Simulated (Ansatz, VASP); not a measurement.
# Two plane-wave programs on Si3N4

```
Si N
1.0
     7.77530    0.00000    0.00000
    -3.88765    6.73361    0.00000
     0.00000    0.00000    2.89930
Si N
6 8
Direct
  0.76984 0.17674 0.25000
  0.59310 0.76984 0.75000
  0.82326 0.59310 0.25000
  0.23016 0.82326 0.75000
  0.40690 0.23016 0.25000
  0.17674 0.40690 0.75000
  0.03067 0.33031 0.25000
  0.70035 0.03067 0.75000
  0.66969 0.70035 0.25000
  0.96933 0.66969 0.75000
  0.29965 0.96933 0.25000
  0.33031 0.29965 0.75000
  0.66667 0.33333 0.25000
  0.33333 0.66667 0.75000
```

Alike in both runs: functional PBE; k mesh 3 × 3 × 7; no spin polarisation.

Ansatz relaxed the structure, and its values are those at the end. VASP's run is a single point on that final structure, the one shown.

```csv
,VASP,Ansatz
version,VASP 6.6.1,Ansatz 0.2.0
potentials or method,"VASP PAW PBE potentials, release 64 (Si, N)","scalar-relativistic, plane waves, PAW"
plane-wave cutoff (eV),520,420
occupations,"gaussian, width 0.01 eV",fixed
valence electrons in the cell,64,64
```

|  | VASP | Ansatz | Ansatz less VASP |
| --- | --- | --- | --- |
| gap on the k mesh at the Fermi level (eV) | 4.34 | 4.35 | +0.006 |
| least direct gap on the mesh (eV) | 4.52 | 4.50 | -0.020 |
| pressure (GPa) | -4.5 | -4.2 | +0.27 |

Ansatz warned: «stress_scf_threshold_loose».

Caveats: an odd mesh through Γ misses points on the zone boundary, where band edges often lie. A hybrid or GW would open this gap; PBE tends to underestimate it.
